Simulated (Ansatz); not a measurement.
Runs of Ansatz 0.2.0 on NiO2. Symmetry: P-3m1, No. 164, trigonal system. Conventional cell: a = 2.799 Å, b = 2.799 Å, c = 4.618 Å, α = 90.00°, β = 90.00°, γ = 120.00°. Ni (site symmetry -3m) is surrounded by 6 O at 1.88 Å. O (site symmetry 3m) has 3 Ni at 1.88 Å as nearest neighbours. The cell comes from a database or a generator and needn't be the stable form of this composition.

| task | level | potentials or basis | U | cell | k mesh | cutoff (eV) | smearing | driver | double counting | optimizer | fmax | steps | gap on the mesh (eV) | pressure (GPa) | moment (μB) | largest force (eV/Å) |
| --- | --- | --- | --- | --- | --- | --- | --- | --- | --- | --- | --- | --- | --- | --- | --- | --- |
| relaxation of cell and atoms | PBEsol+U | Ansatz PAW | Ni d U = 8 eV | relaxed | 8 × 8 × 4 | 420 | cold 0.025 eV | calculator | amf | FIRE | 0.05 | 30 | 1.74 | -0.3 | 0.00 | 0.03 |
| band structure | r2SCAN | Ansatz PAW | - | as given | 11 × 11 × 6 | 500 | fermi-dirac 0.05 eV | - | - | - | - | - | (b) | (c) | 0.00 | 0.43 |
| band structure | LDA | Ansatz PAW | - | as given | 11 × 11 × 6 | 420 | fermi-dirac 0.05 eV | - | - | - | - | - | 0.81 | -11.3 | 0.00 | 0.87 |
| single point | PBEsol+U | Ansatz PAW earlier set | Ni d U = 6 eV | as given | 11 × 11 × 6 | 930 | methfessel-paxton 0.05 eV | - | fll (the default) | - | - | - | 1.36 | (a) | 0.00 | 0.41 |
| Wannier functions | LDA | Ansatz PAW | - | as given | 11 × 11 × 6 | 420 | methfessel-paxton 0.05 eV | chain | - | - | - | - | 0.81 | - | 0.00 | - |

Alike in all rows: spin collinear, ferromagnetic start.

**Question.** Estimate the missing entries.

**Answer.** (a) -4.9; (b) 1.39; (c) -5.4.

Caveats: the PAW data sets come from PBE, with cores solved anew for the run's functional, which leaves a small shift of forces and pressure; the magnetic or orbital state may not be the lowest (some runs); odd divisions of the mesh miss points on the zone boundary, where band edges often lie, so the gap on the mesh can be too wide (some runs).

A k mesh can miss the band edges.

Not every run made on this cell is shown here.
